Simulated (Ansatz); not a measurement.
Al2Pt: strain energy, fitted

Al2Pt, Fm-3m, a = 5.897 Å. The structure is a COD entry; whether it is the stable form wasn't checked. Ansatz: PBEsol, PAW, 420 eV, Γ-centred 8×8×6 mesh on 6 atoms, Gaussian smearing 0.10 eV; no spin polarisation. Series: uniaxial strain along c, with a, b and atoms relaxed; x is the strain in per cent. The axes a, b, c are those of the computed cell (4.169, 4.169, 5.897 Å), along [1 1 0], [-1 1 0], [0 0 1] of the cell named above. y is the free energy over the unstrained cell, V0 = 17.085 Å³/atom.

```tsv
x (%)	y (meV/atom)
-4.5	?
-3.0	4.18
-1.5	0.92
0.0	0.00
1.5	0.88
3.0	3.92
4.5	9.08
```

Q: Fit y = c2 x² + c3 x³ to the other rows, turn c2 into a modulus, and predict the missing energy.

A: Least squares on the rows shown. y = 0.4532 x² − 0.001633 x³. In eV per unit strain² c2 is 4.532; this is Young's modulus along the axis (E = ½ Y V0 ε²): 2 × 4.532 × 160.2 / (17.085) = 85 GPa. With a term in x⁴ added, the coefficient of x² becomes 0.4259, 6 % less, which shows how far this figure hangs on the form. At x = -4.5 the fit asked for gives 9.33 meV/atom. The run gave 10.55 meV/atom, so the fit is 1.22 meV/atom too low, 12 % of the span of the series, against an rms of 0.10 meV/atom on the fitted rows. The row lies outside the fitted range. With a term in x⁴ added, a fit to the same known rows predicts 10.07 meV/atom, so most of the miss is curvature that the known rows already hold.

Spin–orbit coupling is left out, which can shift energies with elements as heavy as these.